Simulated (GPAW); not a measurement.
A run of GPAW 26.7.0 is set up as follows.

File run.py:

```python
import spglib
from ase import Atoms
from ase.calculators.mixing import SumCalculator
from ase.filters import FrechetCellFilter
from ase.io import read, write
from ase.optimize import BFGS
from ase.units import GPa
from dftd4.ase import DFTD4
from gpaw import GPAW, PW

atoms = read('Sn.cif')
cell, positions, numbers = spglib.find_primitive(
    (atoms.cell[:], atoms.get_scaled_positions(), atoms.numbers), symprec=1e-4)
atoms = Atoms(numbers, cell=cell, scaled_positions=positions, pbc=True)

calc = GPAW(mode=PW(600),
            xc='MGGA_X_R2SCAN+MGGA_C_R2SCAN',
            kpts={'size': (7, 7, 7), 'gamma': True},
            occupations={'name': 'fermi-dirac', 'width': 0.05},
            nbands=24,
            convergence={'density': 1e-05, 'energy': 1e-05},
            maxiter=150,
            txt='gpaw.txt')
atoms.calc = SumCalculator([calc, DFTD4(method='r2scan')])
opt = BFGS(FrechetCellFilter(atoms, scalar_pressure=2 * GPa), trajectory='relax.traj', logfile='-')
done = opt.run(fmax=0.02, steps=60)
calc.write('gs.gpw')
write('result.traj', atoms)
print('Converged:', done)
print('Cell:', atoms.cell.cellpar().round(4))
print('Volume:', round(atoms.get_volume(), 4))
print(atoms.get_scaled_positions().round(5))
```

Contents of Sn.cif:

```cif
data_Sn
_cell_length_a 5.88028091
_cell_length_b 5.88028091
_cell_length_c 3.19860398
_cell_angle_alpha 90.00000000
_cell_angle_beta 90.00000000
_cell_angle_gamma 90.00000000
_space_group_name_H-M_alt 'I4_1/amd'
_space_group_name_Hall 'I 4bw 2bw -1bw'
_space_group_IT_number 141
loop_
_space_group_symop_operation_xyz
'x,y,z'
'-y,x+1/2,z+1/4'
'-x+1/2,-y+1/2,z+1/2'
'y+1/2,-x,z+3/4'
'x,-y+1/2,-z+1/4'
'-y,-x,-z'
'-x+1/2,y,-z+3/4'
'y+1/2,x+1/2,-z+1/2'
'-x,-y+1/2,-z+1/4'
'y,-x,-z'
'x+1/2,y,-z+3/4'
'-y+1/2,x+1/2,-z+1/2'
'-x,y,z'
'y,x+1/2,z+1/4'
'x+1/2,-y+1/2,z+1/2'
'-y+1/2,-x,z+3/4'
'x+1/2,y+1/2,z+1/2'
'-y+1/2,x,z+3/4'
'-x,-y,z'
'y,-x+1/2,z+1/4'
'x+1/2,-y,-z+3/4'
'-y+1/2,-x+1/2,-z+1/2'
'-x,y+1/2,-z+1/4'
'y,x,-z'
'-x+1/2,-y,-z+3/4'
'y+1/2,-x+1/2,-z+1/2'
'x,y+1/2,-z+1/4'
'-y,x,-z'
'-x+1/2,y+1/2,z+1/2'
'y+1/2,x,z+3/4'
'x,-y,z'
'-y,-x+1/2,z+1/4'
loop_
_atom_site_label
_atom_site_type_symbol
_atom_site_symmetry_multiplicity
_atom_site_Wyckoff_symbol
_atom_site_fract_x
_atom_site_fract_y
_atom_site_fract_z
_atom_site_occupancy
Sn1 Sn 4 a 0.0000000000 0.0000000000 0.0000000000 1
```

Potentials or basis: GPAW PAW data sets (gpaw-data 1.2.1), pw.

Launch:

```bash
$ OMP_NUM_THREADS=1 python run.py
```

Question: Predict the relaxed volume.

Answer: 26.20 Å³/atom.

Question: Predict the space group after relaxing (to 0.05 Å).

Answer: I4_1/amd (No. 141).

The path:
```csv
step,energy change (eV),largest force (eV/Å),pressure (GPa),volume (Å³)
1,0.0000,0.0000,-1.20,55.30
2,-0.0040,0.0000,-0.58,54.65
3,0.0075,0.0000,2.29,52.15
4,0.0046,0.0000,2.02,52.37
5,0.0044,0.0000,2.00,52.38
6,0.0039,0.0000,1.98,52.41
```

Caveat: later steps reuse the first step's grids; the PAW data sets were made with another functional, which shifts forces and pressure a little; pairwise dispersion overbinds metals, which lowers pressure and volume.
